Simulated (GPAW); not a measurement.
# ZnS (Wurtzite-2H) (P6_3mc) in GPAW: band structure with PBEsol

Aim: the band structure of ZnS (Wurtzite-2H) with PBEsol.

Program: GPAW 26.7.0. These are calculated values, not measurements. Logs are shortened: lines on timing, memory, paths and dates and some standing lists are left out, and cuts for length are marked. The log counts tension as positive stress, the text compression.

**Experimental background.**

A printed reference work, monograph reports, for a bulk crystal of ZnS at 4 K: band gap 3.911 eV (direct).

How close the calculation comes is told below.

## 1. Starting point

Symmetry: P6_3mc, No. 186, hexagonal system. The conventional cell has a = 3.811 Å, b = 3.811 Å, c = 6.234 Å, α = 90.00°, β = 90.00°, γ = 120.00°. Zn (site symmetry 3m) is surrounded by 4 S at 2.31 to 2.40 Å. S (site symmetry 3m) is surrounded by 4 Zn at 2.31 to 2.40 Å.

## 2. Band structure, PBEsol

Contents of run.py:

```python
from ase import Atoms
from ase.dft.bandgap import bandgap
from ase.io import write
from ase.units import Bohr, GPa
from gpaw import GPAW, PW, setup_paths
from gpaw.elf import elf_from_dft_calculation

setup_paths.insert(0, '.')

atoms = Atoms(['Zn', 'Zn', 'S', 'S'],
              cell=[[3.811, 0.0, 0.0],
                    [-1.9055, 3.3004228138, 0.0],
                    [0.0, 0.0, 6.234]],
              scaled_positions=[[0.6666666667, 0.3333333333, 0.5],
                                [0.3333333333, 0.6666666667, 0.0],
                                [0.6666666667, 0.3333333333, 0.885],
                                [0.3333333333, 0.6666666667, 0.385]],
              pbc=True)

calc = GPAW(mode=PW(600),
            xc='PBEsol',
            kpts={'size': (8, 8, 5), 'gamma': True},
            occupations={'name': 'fermi-dirac', 'width': 0.05},
            nbands=31,
            convergence={'density': 1e-05, 'energy': 1e-05},
            maxiter=150,
            txt='gpaw.txt')
atoms.calc = calc
energy = atoms.get_potential_energy()
forces = atoms.get_forces()
stress = atoms.get_stress()
calc.write('gs.gpw')
write('result.traj', atoms)
print(f'Energy: {energy:.6f} eV')
print('Forces (eV/A):')
print(forces.round(4))
print('Stress (GPa):', (stress / GPa).round(3))
print('Fermi level:', round(calc.get_fermi_level(), 4), 'eV')
print(f'Gap: {bandgap(calc)[0]:.4f} eV, direct: {bandgap(calc, direct=True)[0]:.4f} eV')

# fields on the real-space grid
write('density.cube', atoms, data=calc.get_pseudo_density() * Bohr**3)
write('potential.cube', atoms, data=calc.get_electrostatic_potential())
write('elf.cube', atoms, data=elf_from_dft_calculation(calc).data)

path = atoms.cell.bandpath('GMKGALHA,LM,KH', npoints=80, eps=1e-4)
bs_calc = calc.fixed_density(kpts=path, symmetry='off', nbands=48,
                             convergence={'bands': 'CBM+6.0', 'eigenstates': 1e-6}, txt='bands.txt')
bs = bs_calc.band_structure()
bs.write('bs.json')
print(f'Gap on the path: {bandgap(bs_calc)[0]:.4f} eV')
```

Potentials or basis: PAW data sets generated in the run's folder for this functional, pw.

On the command line:

```
$ gpaw-setup -f PBEsol S Zn
$ OMP_NUM_THREADS=1 python run.py
```

gpaw.txt:

```text
__  _  _
 | _ |_)|_||  |
 |__||  | ||/\| - 26.7.0

Input parameters:
  mode=PW(ecut=600.0),
  convergence={'density': 1e-05, 'energy': 1e-05},
  kpts=MonkhorstPack(size=(8, 8, 5), gamma=True),
  maxiter=150,
  nbands=31,
  occupations=Occupations(name='fermi-dirac', width=0.05),
  xc=XC(name='PBEsol')

Diagonalizing LCAO Hamiltonian
Converting LCAO to pw mode

            S

            Zn
        S

        Zn

Atoms  # Å, Bohr magnetons
|   | symbol |         x |        y |        z |    initial magnetic moments |
|---|--------|-----------|----------|----------|-----------------------------|
| 0 |     Zn |  1.905500 | 1.100141 | 3.117000 | ( 0.0000,  0.0000,  0.0000) |
| 1 |     Zn | -0.000000 | 2.200282 | 0.000000 | ( 0.0000,  0.0000,  0.0000) |
| 2 |      S |  1.905500 | 1.100141 | 5.517090 | ( 0.0000,  0.0000,  0.0000) |
| 3 |      S | -0.000000 | 2.200282 | 2.400090 | ( 0.0000,  0.0000,  0.0000) |

Unit cell  # Å
| periodic |         x |        y |        z |  lengths |     angles |
|----------|-----------|----------|----------|----------|------------|
|      yes |  3.811000 | 0.000000 | 0.000000 | 3.811000 |  90.000000 |
|      yes | -1.905500 | 3.300423 | 0.000000 | 3.811000 |  90.000000 |
|      yes |  0.000000 | 0.000000 | 6.234000 | 6.234000 | 120.000000 |

Number of symmetries: 6
Symmetry operations  # r_c * U_cc + t_c -> r_c
|   | kind |            matrix            |
|---|------|------------------------------|
| 0 |  σ   |  1, 1, 0,  0,-1, 0,  0, 0, 1 |
| 1 |  E   |  1, 0, 0,  0, 1, 0,  0, 0, 1 |
| 2 |  C3  |  0, 1, 0, -1,-1, 0,  0, 0, 1 |
| 3 |  σ   |  0,-1, 0, -1, 0, 0,  0, 0, 1 |
| 4 |  σ   | -1, 0, 0,  1, 1, 0,  0, 0, 1 |
| 5 |  C3  | -1,-1, 0,  1, 0, 0,  0, 0, 1 |

BZ-sampling:
  Number of BZ points: 320
  Number of IBZ points: 40

  Monkhorst-Pack size: [8, 8, 5]
  Monkhorst-Pack shift: [0.0625, 0.0625, 0.0]

K-points  # in reciprocal-cell coordinates
|     |                                coordinates |     weight |
|-----|--------------------------------------------|------------|
|   0 | (  0.00000000,   0.00000000,   0.00000000) | 0.00312500 |
|   1 | (  0.00000000,   0.00000000,   0.20000000) | 0.00625000 |
|   2 | (  0.00000000,   0.00000000,   0.40000000) | 0.00625000 |
|   3 | (  0.12500000,   0.00000000,  -0.40000000) | 0.01875000 |
|   4 | (  0.12500000,   0.00000000,  -0.20000000) | 0.01875000 |
|   5 | (  0.12500000,   0.00000000,   0.00000000) | 0.01875000 |
|   6 | (  0.12500000,   0.00000000,   0.20000000) | 0.01875000 |
|   7 | (  0.12500000,   0.00000000,   0.40000000) | 0.01875000 |
|   8 | (  0.25000000,  -0.12500000,   0.00000000) | 0.01875000 |
|   9 | (  0.25000000,  -0.12500000,   0.20000000) | 0.03750000 |
| ... |                                            |            |
|  39 | (  0.50000000,   0.50000000,   0.40000000) | 0.01875000 |

Plane wave coefficients: 2643
Cutoff: 600.0 eV

Spin-components: 1 (collinear spins)
Bands:           31
Projectors:      22
Spin-degeneracy: 2
Datatype:        complex128

Parallelization:
  kpt:    1
  domain: 1
  band:   1

Density:
  Valence electrons: 36.0
  Components: 1
  Grid points: [24 24 36]
  Charge: 0.0  # |e|

Potential:
  Grid points: [24 24 36]

species:
  Zn:
    name:    Zinc
    Z:       30.0
    valence: 12
    core:    18
    charge:  0.0  # [|e|]
    compensation charges:
      type: gauss
      rc: 0.37  # [Å]
      lmax: 2
    cutoffs:
      filter: 2.14  # [Å]
      core: 2.28  # [Å]
    projectors
    | kind |    occ | energy [eV] | rcut [Å] |
    |------|--------|-------------|----------|
    |   4s |  2.000 |      -5.996 |    1.286 |
    |   4p |  0.000 |      -1.076 |    1.270 |
    |   3d | 10.000 |     -10.170 |    1.180 |
    |    s |        |      21.215 |    1.286 |
    |    p |        |      26.135 |    1.270 |
    |    d |        |      17.041 |    1.180 |

    Using partial waves for Zn as LCAO basis

  S:
    name:    Sulfur
    Z:       16.0
    valence: 6
    core:    10
    charge:  0.0  # [|e|]
    compensation charges:
      type: gauss
      rc: 0.24  # [Å]
      lmax: 2
    cutoffs:
      filter: 1.77  # [Å]
      core: 1.66  # [Å]
    projectors
    | kind |    occ | energy [eV] | rcut [Å] |
    |------|--------|-------------|----------|
    |   3s |  2.000 |     -17.192 |    0.974 |
    |   3p |  4.000 |      -6.978 |    0.979 |
    |    s |        |      10.020 |    0.974 |
    |    p |        |      20.234 |    0.979 |
    |    d |        |       0.000 |    0.900 |

    Using partial waves for S as LCAO basis

Reference energy: -119325.889879  # eV

eigensolver:
  PPCG
  Converge bands: occupied
  niter=2

density mixing:
  MSR1-Mixer
  Pratt-step length: 0.05
  Maximum mixing coefficient: 0.75
  Old densities: 10
  SVD Regularization: 0.005
  Good broyden scale: 1.0
  Trust region scale: 1.0
  Backstep threshold: 4.0
  History deletion threshold: 6.0
  Fourier metric: weight=20.0, sigma=0.015

occupation numbers:
  Fermi-Dirac:
    width: 0.0500  # eV

poisson solver:
  ecut: 4800.0  # eV

xc functional:
  name: PBEsol with 2 nearest neighbor stencil

convergence criteria:
[... 6 lines left out ...]
|iter     | |      energy | eigst |  dens |
|---------|-|-------------|-------|-------|
|iter:   1| |  -15.977070 | +0.11 |       |
|iter:   2| |  -15.822228 | -1.51 | -1.20 |
|iter:   3| |  -15.284333 | -1.40 | -1.25 |
|iter:   4| |  -15.283219 | -2.58 | -1.81 |
|iter:   5| |  -15.285368 | -3.78 | -2.27 |
|iter:   6| |  -15.285397 | -4.73 | -3.20 |
|iter:   7| |  -15.285436c| -5.75 | -3.58 |
|iter:   8| |  -15.285444c| -6.32 | -3.97 |
|iter:   9| |  -15.285444c| -7.25 | -4.45 |
|iter:  10| |  -15.285444c| -8.04c| -5.19c|

Converged in 10 steps
Energy contributions relative to reference atoms: (reference = -119325.889879)

Energy contributions:
  Kinetic:          17.312959
  Coulomb:         -14.552732
  Zero:              0.086440
  External:          0.000000
  Xc:              -18.132111
  Entropy:          -0.000000
  Spinorbit:         0.000000
  ----------------------------
  Free energy:     -15.285444
  Extrapolated:    -15.285444

dipole moment: (0.000000, 0.000000, -7.466457)  # |e|*Ang

Fermi level: 4.667
Eigenvalues  # (at kpt = [0.000, 0.000, 0.000])
| band index |      eig [eV] | occ [0-2] |
|------------|---------------|-----------|
|          0 |        -9.488 |     2.000 |
|        ... |               |           |
|         10 |        -2.116 |     2.000 |
|         11 |        -1.961 |     2.000 |
|         12 |        -1.506 |     2.000 |
|         13 |         2.847 |     2.000 |
|         14 |         2.847 |     2.000 |
|         15 |         3.704 |     2.000 |
[... 8 lines left out ...]
|         24 |        11.214 |     0.000 |
|         25 |        12.852 |     0.000 |
|        ... |               |           |
|         30 |        16.000 |     0.000 |

Gap: 2.105 eV
Transition (v -> c):
  (s=0, k=0, n=17, [0.00, 0.00, 0.00]) -> (s=0, k=0, n=18, [0.00, 0.00, 0.00])
No difference between direct/indirect transitions

Forces  # eV/Ang
|       x |        y |        z |
|---------|----------|----------|
| 0.00000 |  0.00000 |  0.31152 |  # Zn   0
| 0.00000 |  0.00000 |  0.31146 |  # Zn   1
| 0.00000 |  0.00000 | -0.31151 |  # S    2
| 0.00000 | -0.00000 | -0.31151 |  # S    3

Stress tensor  # eV/Ang^3
|         x |        y |         z |
|-----------|----------|-----------|
|  0.004242 | 0.000000 | -0.000000 |
|  0.000000 | 0.004242 |  0.000000 |
| -0.000000 | 0.000000 |  0.015944 |

# Writing to gs.gpw (mode='')
```

bands.txt:

```text
Diagonalizing LCAO Hamiltonian
Converting LCAO to pw mode
convergence criteria:
- Maximum integral of absolute [eigenst]ate change: 1e-06 eV^2 / valence electron
maximum number of iterations: 150

SCF iterations
|iter     | |      energy | eigst |  dens |
|---------|-|-------------|-------|-------|
|iter:   1| |             | +1.47 |       |
[... 87 lines left out ...]
         [0.5       , 0.        , 0.        ],
         [0.33333333, 0.33333333, 0.        ],
         [0.33333333, 0.33333333, 0.08333333],
         [0.33333333, 0.33333333, 0.16666667],
         [0.33333333, 0.33333333, 0.25      ],
         [0.33333333, 0.33333333, 0.33333333],
         [0.33333333, 0.33333333, 0.41666667],
         [0.33333333, 0.33333333, 0.5       ]])),
  maxiter=150,
  nbands=48,
  occupations=Occupations(name='fermi-dirac', width=0.05),
  symmetry=Symmetry(point_group=False, time_reversal=False),
  xc=XC(name='PBEsol')
```

It took 69 s on 1 thread of AMD EPYC 9R45 (Zen 5), shared host; peak memory 0.48 GiB.

Results:

- Free energy: -15.2854 eV
- Pressure: -1.3 GPa
- Largest force: 0.312 eV/Å
- Band gap on the k mesh: 2.10 eV, direct
- Band gap along the path: 2.10 eV, direct

Forces on the atoms (eV/Å):
```
Zn   0.000  0.000  0.312
Zn   0.000  0.000  0.311
S    0.000  0.000 -0.312
S    0.000  0.000 -0.312
```

Levels at the corners of the path, in eV from the valence-band top:
```
point  band 15  band 16  band 17  band 18  band 19  band 20  band 21  band 22
    Γ    -0.87    -0.01    -0.01     0.00     2.10     2.87     6.18     6.18
    M    -3.20    -2.28    -1.59    -0.99     3.48     4.16     5.03     7.00
    K    -3.93    -2.25    -2.25    -2.25     4.30     5.86     5.86     7.71
    Γ    -0.87    -0.01    -0.01     0.00     2.10     2.87     6.18     6.18
    A    -0.46    -0.46    -0.46    -0.46     3.39     3.39     6.60     6.60
    L    -1.68    -1.68    -1.55    -1.55     3.47     3.47     5.02     5.02
    H    -3.16    -3.16    -1.27    -1.27     4.42     4.42     6.31     6.31
    A    -0.46    -0.46    -0.46    -0.46     3.39     3.39     6.60     6.60
    L    -1.68    -1.68    -1.55    -1.55     3.47     3.47     5.02     5.02
    M    -3.20    -2.28    -1.59    -0.99     3.48     4.16     5.03     7.00
    K    -3.93    -2.25    -2.25    -2.25     4.30     5.86     5.86     7.71
    H    -3.16    -3.16    -1.27    -1.27     4.42     4.42     6.31     6.31
```

## 3. How close it comes

Step 2. A measured gap of ZnS is 3.911 eV (direct; 4 K; a printed reference work, monograph); the calculated 2.10 eV misses it by -1.81 eV. The value is that of PBEsol, without temperature or zero-point motion. Semilocal functionals fall short of measured gaps as a rule.
